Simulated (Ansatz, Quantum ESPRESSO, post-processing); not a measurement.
# Ballistic transmission: Ru chain with a N atom on top of one atom, part 5 of 5

Aim: the zero-bias transmission with pwcond for this junction: Ru chain with a N atom on top of one atom.

Quantum ESPRESSO 7.5; plane-wave DFT, PBE, GBRV ultrasoft pseudopotentials; cross-check by Ansatz 0.2.0 with PAW datasets.

So far. Step 3 (The open system): The run is unpolarised; a magnetic state was not tried, may lie lower and would change T. Step 3 (The open system): At no point does T exceed the number of channels. That doesn't clear the run: at some energies its lead has fewer channels than the second code's.

**6. The same in Ansatz**

A second code with its own PAW datasets, on the same atoms.

Level of this step: plane-wave DFT, PBE, Ansatz PAW (Ansatz 0.2.0).

Contents of input.yaml:

```yaml
crystal:
  lattice:
    - [7.5, 0.0, 0.0]
    - [0.0, 7.5, 0.0]
    - [0.0, 0.0, 33.75]
  atoms:
    - { symbol: Ru, position: [0.5, 0.5, 0.0] }
    - { symbol: Ru, position: [0.5, 0.5, 0.0666666667] }
    - { symbol: Ru, position: [0.5, 0.5, 0.1333333333] }
    - { symbol: Ru, position: [0.5, 0.5, 0.2] }
    - { symbol: Ru, position: [0.5, 0.5, 0.2666666667] }
    - { symbol: Ru, position: [0.5, 0.5, 0.3333333333] }
    - { symbol: Ru, position: [0.5, 0.5, 0.4] }
    - { symbol: Ru, position: [0.5, 0.5, 0.4666666667] }
    - { symbol: "N", position: [0.714586667, 0.5, 0.4666666667] }
    - { symbol: Ru, position: [0.5, 0.5, 0.5333333333] }
    - { symbol: Ru, position: [0.5, 0.5, 0.6] }
    - { symbol: Ru, position: [0.5, 0.5, 0.6666666667] }
    - { symbol: Ru, position: [0.5, 0.5, 0.7333333333] }
    - { symbol: Ru, position: [0.5, 0.5, 0.8] }
    - { symbol: Ru, position: [0.5, 0.5, 0.8666666667] }
    - { symbol: Ru, position: [0.5, 0.5, 0.9333333333] }
kpoints:
  mp_grid: { grid: [1, 1, 4] }
hamiltonian:
  xc: pbe
scf:
  occupations: { method: fermi_dirac, width: 0.1 }
  convergence: { dr2_threshold: 1.0e-08 }
output:
  transmission:
    leads: [[0, 1]]
    e_range: [-2.0, 2.0]
    de: 0.05
    kmesh: [1, 1]
    reduced_basis: true
  write_potential: true
  write_density: true
  volumetric_format: npy
```

On the command line:

```
ansatz run input.yaml --threads 4 --pin off --max-ram 8192MiB --backend cpu --events-out ev --progress --plain --runs-dir out
```

Numbers of over 12 decimals in the logs are rounded to 6 here.

Log:

```text
Engine: ansatz 0.2.0, aarch64-unknown-linux-gnu
Pseudopotentials: kind: paw
Pseudopotential: Ru, paw, valence charge 16, recommended cutoff 420 eV (normal), Ru.paw.azcp
Pseudopotential: N, paw, valence charge 5, recommended cutoff 420 eV (normal), N.paw.azcp
Functional definition: PBE
  parameter kappa = 0.804
  parameter beta = 0.066725
  exchange = pbe_x(kappa = kappa, mu = beta*pi^2/3)
  correlation = pbe_c(beta = beta)
Crystal: 16 atoms, lattice volume = 1898.438 Å³
Basis set: ecut = 420 eV, 37137 PW (Γ)
Bands: 147, of which v1, the nominal top of the filled ones, is band 123 counted from 1 (122 counted from 0)
Symmetry: 4 space group operations
Space group: Pmm2 (ITA 25), of the structure as read, at distance tolerance 1.2e-4 Å
k-points: 3 of 4
Non-local potential: Ru, projectors of the file, l = 0: 3, l = 1: 2, l = 2: 2, l = 3: 1
Non-local potential: N, projectors of the file, l = 0: 2, l = 1: 2, l = 2: 1
PAW form: soft (Blöchl's): semilocal exchange-correlation on the pseudo side does not see the compensation charge
PAW one-centre angular grid: Ru, 590 points (default); XC on 64 Gauss nodes
PAW one-centre angular grid: N, 110 points (default); XC on 64 Gauss nodes
Initial density: superposition of atomic densities (neutral atoms: chi_scale 0, normalization atom), corrected by the library's trained network
Initial wavefunctions: pseudopotential atomic-orbital guess
Functional: x = pbe(κ = 0.804, μ = 0.219515), c = pbe(β = 0.066725)
SCF iter   1: F=—  HF=-88502.768546 eV  |F-HF|=—  |Δ(HF+E_count)|=         —  Δρ=8.10e-3  dr2=1.67e0  ethr=1.77e-3  ⟨swp⟩=6.0  Hψ=1537  notcnv=0
preconditioner: auto → LDOS  [metal: Δε(μ)=0.015 eV  Ē_g=3.012 eV  σ=0.100 eV  W_gap=0.04  n_scr=248 (ndim 8)  ℏωp=9.5 eV  f_vac=0.666  D(μ)=49.61/eV (n_scr^D=330)  β→1.0]
SCF iter   2: F=—  HF=-88502.876453 eV  |F-HF|=—  |Δ(HF+E_count)|=   1.08e-1  Δρ=4.43e-3  dr2=4.86e-1  ethr=6.80e-4  ⟨swp⟩=2.0  Hψ=906  notcnv=0
SCF iter   3: F=—  HF=-88502.855452 eV  |F-HF|=—  |Δ(HF+E_count)|=   2.10e-2  Δρ=1.45e-3  dr2=4.05e-2  ethr=1.98e-4  ⟨swp⟩=2.0  Hψ=826  notcnv=0
SCF iter   4: F=—  HF=-88502.852131 eV  |F-HF|=—  |Δ(HF+E_count)|=   3.32e-3  Δρ=5.47e-4  dr2=4.68e-3  ethr=1.65e-5  ⟨swp⟩=2.7  Hψ=817  notcnv=0
SCF iter   5: F=—  HF=-88502.852464 eV  |F-HF|=—  |Δ(HF+E_count)|=   3.33e-4  Δρ=1.60e-4  dr2=8.53e-4  ethr=1.91e-6  ⟨swp⟩=2.0  Hψ=643  notcnv=0
SCF iter   6: F=—  HF=-88502.852684 eV  |F-HF|=—  |Δ(HF+E_count)|=   2.20e-4  Δρ=5.43e-5  dr2=1.02e-4  ethr=3.48e-7  ⟨swp⟩=1.7  Hψ=458  notcnv=0
SCF iter   7: F=—  HF=-88502.852732 eV  |F-HF|=—  |Δ(HF+E_count)|=   4.80e-5  Δρ=2.53e-5  dr2=2.07e-5  ethr=4.17e-8  ⟨swp⟩=2.0  Hψ=762  notcnv=0
SCF iter   8: F=—  HF=-88502.850221 eV  |F-HF|=—  |Δ(HF+E_count)|=   2.51e-3  Δρ=8.43e-6  dr2=1.80e-6  ethr=8.46e-9  ⟨swp⟩=2.0  Hψ=500  notcnv=0
SCF iter   9: F=—  HF=-88502.850223 eV  |F-HF|=—  |Δ(HF+E_count)|=   1.11e-6  Δρ=2.81e-6  dr2=1.63e-7  ethr=7.34e-10  ⟨swp⟩=2.0  Hψ=509  notcnv=0
SCF iter  10: F=—  HF=-88502.850223 eV  |F-HF|=—  |Δ(HF+E_count)|=   2.04e-7  Δρ=9.18e-7  dr2=2.51e-8  ethr=6.64e-11  ⟨swp⟩=2.0  Hψ=577  notcnv=0
SCF iter  11: F=-88502.850223 eV  HF=-88502.850223 eV  |F-HF|=8.15e-10  |Δ(HF+E_count)|=   8.00e-9  Δρ=3.01e-7  dr2=2.76e-9  ethr=4.08e-12  ⟨swp⟩=2.3  Hψ=835  notcnv=0
SCF 1 converged in 11 iterations: F = -88502.850223 eV  dr2 = 2.76e-9
  greatest PAW one-centre occupation: 0.999 electrons in one spin orbital (limit 2), on the Ru atom at site 9 (counted from 0), in its partial waves of l = 0
transmission: 42 of 252 steps passed
transmission: 84 of 252 steps passed
[...]
transmission: 252 of 252 steps passed
WARN: The output density's exchange-correlation potential varies sharply where the density is thin. Do not read a vacuum level from v_tot or v_xc, or from such a field of the output density. On a cell that repeats whose density bears no net charge and no dipole along the vacuum's axis use v_es (v_loc + v_h of the components); under efield.dipole_correction with no amplitude use v_es + v_field, which holds any externa [...]
SCF converged after 11 iterations
Free energy (F): -88502.850223 eV
Harris-Foulkes:  -88502.850223 eV  (|F-HF|=8.15e-10)
Internal energy: -88501.215861 eV  (E = F + TS)
E sigma→0 (E₀):  -88502.033042 eV
Entropy (-TS):   -1.634362 eV (-102.148 meV/atom)
Fermi energy:    -1.970520 eV
--- Per-component energies (eV) ---
  E_band       = -6723.307188
  E_kinetic    = 7845.446137
  E_local      = -70265.775761  (includes V_loc(G=0)·N_el)
  E_nonlocal   = 5272.776228
  E_hartree    = 28698.111206
  E_xc         = -2855.131944
  E_vxc        = -3575.352453  (∫ρ·V_xc dr)
  E_paw        = -52071.371294  (= ΣΔE_a)
  E_vpaw       = -3396.618143  (= ΣTr[D̂ρ^β])
  E_aug_tail   = -0.002485  (compensation charges beyond the density's cutoff)
  E_ewald      = -5125.267947
  E_smearing   = -1.634362  (= −TS)
  E_closure    = -0.000000  (closes the sum)
  Σ components = -88502.850223   (vs F -88502.850223, Δ=0.00e0)
--- Band table (eV) ---
  k-point 0: bands = [... 119 lower, -2.0155, -1.9908, -1.9397, -1.9135, -1.8716, -1.8385, -1.8294, -1.7801, ... 20 higher]
  k-point 1: bands = [... 119 lower, -2.0429, -2.0243, -1.9923, -1.9730, -1.9341, -1.9076, -1.8936, -1.8319, ... 20 higher]
  k-point 2: bands = [... 119 lower, -2.1308, -2.1172, -2.0609, -2.0239, -1.9117, -1.9057, -1.9040, -1.8281, ... 20 higher]
--- Transmission ---
  basis      : 497 plane waves across, 42 finite elements along
  points     : 1, standing for a mesh of 1 x 1
  energies   : 81 from -2.000000 to 2.000000 eV about the Fermi level, 0.050000 eV apart; the leads are filled to 0.000000 eV, and channels, transmission and decay are at 0.000000 eV
  crystal 0  : Ru1, at the sites [0, 1], period 2.2500 Å, over 31.50 Å; its Hamiltonian steps by up to 4.9 meV
    offset         : up to 0.0000 Å between an atom of the period and one for which it stands
    channels       : 6.000000e0 a spin
    conductance    : none, the energies end too early or step too widely for 300 K: set another output.transmission.e_range or a lower de, or, where they end at an eighth of basis.ecutwfc, a higher one
  junction   : crystal 0 to crystal 0, -0.43 to 31.07 Å
    transmission   : 3.560149e0 a spin
    error estimate : 6.450774e-4 a spin from the reduction of the transverse basis, at the most 1.270861e-3 at 0.150000 eV
    conductance    : none, the energies end too early or step too widely for 300 K: set another output.transmission.e_range or a lower de, or, where they end at an eighth of basis.ecutwfc, a higher one
```

Run time: 56 s. Hardware: 4 threads of Arm Neoverse V2, shared host; peak memory 3.2 GiB; 3.6 min of CPU time.

This step gave:

```
free energy                                  : -88502.8502 eV
energy at zero smearing                      : -88502.0330 eV
smearing term TS                             : 1.634 eV
Fermi energy                                 : -1.971 eV
symmetry operations                          : 4
transmission at the Fermi level, one spin    : 3.560
step of the lead's Hamiltonian over a period : 4.9 meV
```

Per spin. The transmission by energy, zero at the Fermi level:

| energy (eV) | transmission |
| --- | --- |
| -2.00 | 2.06 |
| -1.90 | 2.05 |
| -1.80 | 2.05 |
| -1.70 | 2.03 |
| -1.55 | 1.95 |
| -1.45 | 1.94 |
| -1.35 | 1.81 |
| -1.25 | 2.22 |
| -1.15 | 2.71 |
| -1.05 | 2.96 |
| -0.90 | 3.09 |
| -0.80 | 3.16 |
| -0.70 | 3.23 |
| -0.60 | 3.30 |
| -0.50 | 3.36 |
| -0.40 | 3.40 |
| -0.25 | 3.56 |
| -0.15 | 3.60 |
| -0.10 | 3.60 |
| -0.05 | 3.59 |
| 0.00 | 3.56 |
| 0.05 | 3.51 |
| 0.15 | 3.33 |
| 0.25 | 2.86 |
| 0.40 | 2.75 |
| 0.50 | 2.67 |
| 0.60 | 2.53 |
| 0.70 | 2.30 |
| 0.80 | 1.90 |
| 0.90 | 1.56 |
| 1.05 | 1.64 |
| 1.15 | 1.78 |
| 1.25 | 1.87 |
| 1.35 | 1.92 |
| 1.45 | 1.93 |
| 1.55 | 1.92 |
| 1.70 | 1.83 |
| 1.80 | 1.80 |
| 1.90 | 1.86 |
| 2.00 | 1.89 |

Per spin. Open channels against energy, zero at the Fermi level:

energy (eV), open channels and a bar from the least value:
```
    -2.00       3.00 
    -1.85       3.00 
    -1.70       3.00 
    -1.60       3.00 
    -1.45       3.00 
    -1.30       5.00 ####################
    -1.15       6.00 ##############################
    -1.05       6.00 ##############################
    -0.90       6.00 ##############################
    -0.75       6.00 ##############################
    -0.60       6.00 ##############################
    -0.50       6.00 ##############################
    -0.35       6.00 ##############################
    -0.20       6.00 ##############################
    -0.05       6.00 ##############################
     0.00       6.00 ##############################
     0.05       6.00 ##############################
     0.20       6.00 ##############################
     0.35       4.00 ##########
     0.50       4.00 ##########
     0.60       4.00 ##########
     0.75       4.00 ##########
     0.90       4.00 ##########
     1.05       4.00 ##########
     1.15       4.00 ##########
     1.30       4.00 ##########
     1.45       4.00 ##########
     1.60       4.00 ##########
     1.70       4.00 ##########
     1.85       3.00 
     2.00       3.00
```

Ansatz finds T = 3.56 against pwcond's 3.67.

**7. All levels side by side**

All levels:

| step | T at the Fermi level (per spin) | conductance (G0) | r.m.s. T(E) from the first | CPU time of the step (s) | peak memory (GiB) |
| --- | --- | --- | --- | --- | --- |
| Ansatz | 3.56 | - | 0 | 213.4 | 3.17 |
| pwcond | 3.669 | 3.669 | 0.07667 | 1115 | 0.57 |
| pwcond, changed setting | 3.678 | 3.678 | 0.05333 | 255.6 | 0.47 |

Per spin. Transmission against energy, zero at the Fermi level:

| energy (eV) | Ansatz | pwcond | pwcond, changed setting |
| --- | --- | --- | --- |
| -2.00 | 2.06 | 2.05 | 2.06 |
| -1.90 | 2.05 | 2.05 | 2.05 |
| -1.80 | 2.05 | 2.03 | 2.03 |
| -1.70 | 2.03 | 1.97 | 1.98 |
| -1.60 | 2.01 | 2.02 | 2.03 |
| -1.50 | 1.97 | 1.98 | 1.98 |
| -1.40 | 1.90 | 1.88 | 1.90 |
| -1.20 | 2.33 | 2.33 | 2.35 |
| -1.10 | 2.89 | 2.85 | 2.85 |
| -1.00 | 3.01 | 2.95 | 2.95 |
| -0.90 | 3.09 | 3.05 | 3.05 |
| -0.80 | 3.16 | 3.16 | 3.16 |
| -0.70 | 3.23 | 3.21 | 3.21 |
| -0.60 | 3.30 | 3.27 | 3.27 |
| -0.50 | 3.36 | 3.32 | 3.32 |
| -0.40 | 3.40 | 3.28 | 3.29 |
| -0.30 | 3.53 | 3.29 | 3.47 |
| -0.20 | 3.58 | 3.58 | 3.57 |
| -0.10 | 3.60 | 3.68 | 3.68 |
| 0.00 | 3.56 | 3.67 | 3.68 |
| 0.10 | 3.44 | 3.47 | 3.49 |
| 0.20 | 3.13 | 2.92 | 3.07 |
| 0.30 | 2.82 | 2.82 | 2.82 |
| 0.40 | 2.75 | 2.75 | 2.76 |
| 0.50 | 2.67 | 2.68 | 2.69 |
| 0.60 | 2.53 | 2.28 | 2.50 |
| 0.70 | 2.30 | 2.34 | 2.39 |
| 0.80 | 1.90 | 1.98 | 2.06 |
| 0.90 | 1.56 | 1.61 | 1.67 |
| 1.00 | 1.57 | 1.57 | 1.54 |
| 1.10 | 1.72 | 1.71 | 1.66 |
| 1.20 | 1.84 | 1.83 | 1.79 |
| 1.40 | 1.93 | 1.93 | 1.91 |
| 1.50 | 1.93 | 1.93 | 1.92 |
| 1.60 | 1.90 | 1.90 | 1.89 |
| 1.70 | 1.83 | 1.83 | 1.82 |
| 1.80 | 1.80 | 1.81 | 1.80 |
| 1.90 | 1.86 | 1.86 | 1.85 |
| 2.00 | 1.89 | 1.89 | 1.89 |

**8. The arithmetic**

G = 3.67 × 77.48 µS = 284 µS a cell, a resistance of 3.52 kΩ.

**9. Outcome**

| Item | Value |
| --- | --- |
| conductance from T at the Fermi level, a cell (G₀ = 2e²/h) | 3.67 G₀ |
| lead channels per spin | 6.00 |
| the same conductance by Ansatz | 3.56 G₀ |

In words: The junction conducts 3.67 G₀ a cell at the Fermi level (PBE, GBRV ultrasoft). At the Fermi level the junction passes 61 % of what the leads offer. At the Fermi level pwcond and Ansatz differ by 3.1 %, a close match. Over -2 to 2 eV, T lies between 1.6 and 3.7 per spin. pwcond's lead, cut out of the junction cell, has fewer channels than Ansatz's near 0.6 eV, so its T is in doubt there. The geometry is as built, not relaxed, and the leads are short. The chain ran without spin polarisation; chains of d metals can be magnetic.

[Logs are printed without paths, hosts, clocks, repeated set-up lines and the standing remarks that a program may print on its own settings, such as how far it seeks lower states.]

[Hosts, paths, dates, database ids (printed as entryN), source tags and the programs' standing remarks are cut or masked in the printed files.]

[Maps of the electrostatic potential energy from Ansatz leave out the sawtooth potential of an applied field or a dipole correction, so their vacuum need not be flat; planar profiles and work functions include it.]
